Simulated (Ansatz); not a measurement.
# Moving the dispersion correction in Sn

The cell as given:

```
CELL_PARAMETERS angstrom
-1.72654 1.77555 2.33834
1.72654 -1.77555 2.33834
1.72654 1.77555 -2.33834
ATOMIC_POSITIONS crystal
Sn 0.00000 0.00000 0.00000
```

This isn't the form of Sn at room conditions, which is tetragonal (white tin).

Kept alike: task relaxation of cell and atoms; functional BLYP; k mesh 11 × 11 × 11; occupations fermi-dirac, width 0.05 eV; no spin polarisation. Program: Ansatz, all-electron LAPW, scalar-relativistic. The mesh is that of the run's cell of 1 atom. No spin-orbit coupling.

| dispersion correction | volume (Å³/atom) |
| --- | --- |
| D3(BJ) | 27.636 |
| D4 | 28.140 |
| none | 30.857 |

The relaxations keep at least the cell's symmetry (Immm). For a metal such a mesh leaves the last digits unconverged. Relaxations stop with a little pressure left, so the last digits of a volume or edge aren't settled.

Q: What does the dispersion correction change here?

A: The volume runs from 27.636 (D3(BJ)) to 30.857 Å³/atom (none). Against no correction: D3(BJ) -10.4 %; D4 -8.8 %. Dispersion terms mostly attract and so lower the volume; the schemes' coefficients and damping set how far.
